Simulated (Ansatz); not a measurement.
# TiSi: a two-dimensional strain map

Aim: for TiSi, map the energy over biaxial and axial strain.

Method: DFT r2SCAN, scalar-relativistic, plane waves, PAW, in Ansatz 0.2.0.

1 further run of the same task is left out (set aside as unsound or not needed). Runs told in other sessions of the task aren't counted.

### 1 The system as given

The structure is orthorhombic, space group Pnma (No. 62). The conventional cell has a = 6.502 Å, b = 3.635 Å, c = 4.988 Å, α = 90.00°, β = 90.00°, γ = 90.00°. Ti (site symmetry m) is surrounded by 7 Si at 2.56 to 2.75 Å. Around Si (site symmetry m) lie 2 Si at 2.39 Å and 7 Ti at 2.56 to 2.75 Å.

As a file:

```
Ti Si
1.0
     6.50165    0.00000    0.00000
     0.00000    3.63548    0.00000
     0.00000    0.00000    4.98819
Ti Si
4 4
Cartesian
  4.3951 0.9089 1.8525
  2.1066 2.7266 3.1356
  5.3574 2.7266 4.3466
  1.1442 0.9089 0.6416
  3.5362 0.9089 4.2666
  2.9655 2.7266 0.7216
  6.2163 2.7266 1.7725
  0.2853 0.9089 3.2157
```

It goes back to an entry of the Materials Project, which need not be the stable form.

This cell was relaxed beforehand with the same method: volume 14.74 Å³/atom, gap on the mesh none (metal).

### 2 Zero of energy

Reference values: F = -12580.1881 eV; pressure 0.01 GPa; largest force 0.011 eV/Å; gap on the mesh none (metal). It was computed beforehand with the settings of the runs below.

### 3 Setting up a two-dimensional strain map

The cell is strained by p along both x and y and by q along z, with fractional coordinates fixed.

### 4 At p = -0.030, q = -0.030

Input file input.yaml:

```yaml
crystal:
  lattice:
    - [6.3065969572, 0.0, 0.0]
    - [0.0, 3.5264123009, 0.0]
    - [0.0, 0.0, 4.8385425975]
  atoms:
    - { symbol: Ti, position: [0.67599295, 0.25, 0.3713850054] }
    - { symbol: Ti, position: [0.32400705, 0.75, 0.6286149946] }
    - { symbol: Ti, position: [0.82400705, 0.75, 0.8713850054] }
    - { symbol: Ti, position: [0.17599295, 0.25, 0.1286149946] }
    - { symbol: Si, position: [0.5438874468, 0.25, 0.8553463] }
    - { symbol: Si, position: [0.4561125532, 0.75, 0.1446537] }
    - { symbol: Si, position: [0.9561125532, 0.75, 0.3553463] }
    - { symbol: Si, position: [0.0438874468, 0.25, 0.6446537] }
basis:
  ecutwfc: 500
kpoints:
  mp_grid: { grid: [6, 12, 8] }
hamiltonian:
  xc: r2scan
scf:
  occupations: { method: gaussian, width: 0.15 }
output:
  forces: true
  stress: true
  eigenvalues: true
```

Run with:

```sh
$ ansatz run input.yaml --threads 2 --pin off --max-ram 5120MiB --backend cpu --events-out ev --progress --plain --runs-dir out
```

The session goes on with these runs: At p = -0.030, q = 0.000; At p = -0.030, q = 0.030; point p = 0.000, q = -0.030; At p = 0.000, q = 0.030; At p = 0.030, q = -0.030; point p = 0.030, q = 0.000; At p = 0.030, q = 0.030; p = -0.030, q = -0.015; At p = -0.030, q = 0.015; p = -0.015, q = -0.030.

What does the calculation give? Wanted: highest point; lowest point away from the origin.

The runs gave:

| quantity | value |
| --- | --- |
| highest point | 63.8 meV/atom at (p, q) = (-0.030, -0.030) |
| lowest point away from the origin | 13.4 meV/atom at (0.000, 0.030) |

**Reading.** No computed point lies below the origin. At |p| = |q| = 0.030, points where p and q have the same sign cost 58.2 meV/atom on average, those of opposite sign 36.8: stretching in the plane is cheaper with a contraction along z.
